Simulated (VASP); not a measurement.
**AgCl: RPA correlation energy with PBE**

The system is AgCl.

```
CELL_PARAMETERS angstrom
3.43397 0.00000 0.00000
0.00000 3.43397 0.00000
0.00000 0.00000 3.43397
ATOMIC_POSITIONS crystal
Ag 0.00000 0.00000 0.00000
Cl 0.50000 0.50000 0.50000
```

Measurements of this composition are mostly on another form, of space group No. 225.

```json
{
 "Program": "VASP 6.6.1",
 "Task": "RPA correlation energy",
 "Functional": "PBE",
 "Potentials or basis": "VASP PAW PBE potentials, release 64 (Ag_GW, Cl_GW)",
 "Cutoff": "350 eV",
 "k mesh": "3 × 3 × 3",
 "Occupations": "gaussian, width 0.05 eV",
 "Spin": "no spin polarisation",
 "Cutoff of the response function": "200",
 "Frequency points": "8",
 "Further INCAR settings": "ALGO = ACFDT; EDIFF = 1e-08; NBANDS = 619"
}
```

```yaml
Band_gap_on_the_k_mesh_mean-field_level: 0.82 eV, indirect (least direct gap 2.03 eV)
RPA_correlation_energy: -12.442 eV/atom
RPA_total_energy_per_cell: -35.293 eV
RPA_correlation_energy_per_cell: -24.883 eV
```

Levels at points of the mesh, in eV from the valence-band top:
```tsv
k point	band 5	band 6	band 7	band 8	band 9	band 10	band 11	band 12	band 13
(0.00, 0.00, 0.00)	-1.55	-1.55	-1.21	-1.21	-1.21	0.82	9.61	9.61	13.91
```

Wall time 82 s on 1 thread of Intel(R) Xeon(R) 6975P-C (Granite Rapids) (shared host), peak memory 0.31 GiB.

Caveat: the k mesh is coarse (spacing up to 0.61 Å⁻¹), so the values aren't converged; an odd mesh through Γ misses points on the zone boundary, where band edges often lie.
